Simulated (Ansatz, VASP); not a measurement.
AlN in VASP and in Ansatz

```
Al N
1.0
     2.02262   -2.02262    0.00000
     2.02262    0.00000   -2.02262
     8.09048    8.09048    8.09048
Al N
6 6
Direct
  0.66667 0.66667 0.41667
  0.00000 0.00000 0.25000
  0.33333 0.33333 0.58333
  0.66667 0.66667 0.91667
  0.00000 0.00000 0.75000
  0.33333 0.33333 0.08333
  0.00000 0.00000 0.50000
  0.33333 0.33333 0.33333
  0.66667 0.66667 0.66667
  0.00000 0.00000 0.00000
  0.33333 0.33333 0.83333
  0.66667 0.66667 0.16667
```

Alike in both runs: task single point; functional PBEsol; k mesh 9 × 9 × 2; occupations gaussian, width 0.05 eV; no spin polarisation.

|  | VASP | Ansatz |
| --- | --- | --- |
| version | VASP 6.6.1 | Ansatz 0.2.0 |
| potentials or method | VASP PAW PBE potentials, release 64 (Al, N) | scalar-relativistic, plane waves, PAW |
| plane-wave cutoff (eV) | 520 | 420 |
| valence electrons in the cell | 48 | 48 |

```tsv
	VASP	Ansatz	Ansatz less VASP
gap on the k mesh at the Fermi level (eV)	4.69	4.70	+0.005
least direct gap on the mesh (eV)	5.65	5.63	-0.020
pressure (GPa)	-0.1	0.0	+0.09
```

Caveats: the PAW data sets were made with another functional, which shifts forces and pressure a little (VASP); an odd mesh through Γ misses points on the zone boundary, where band edges often lie.
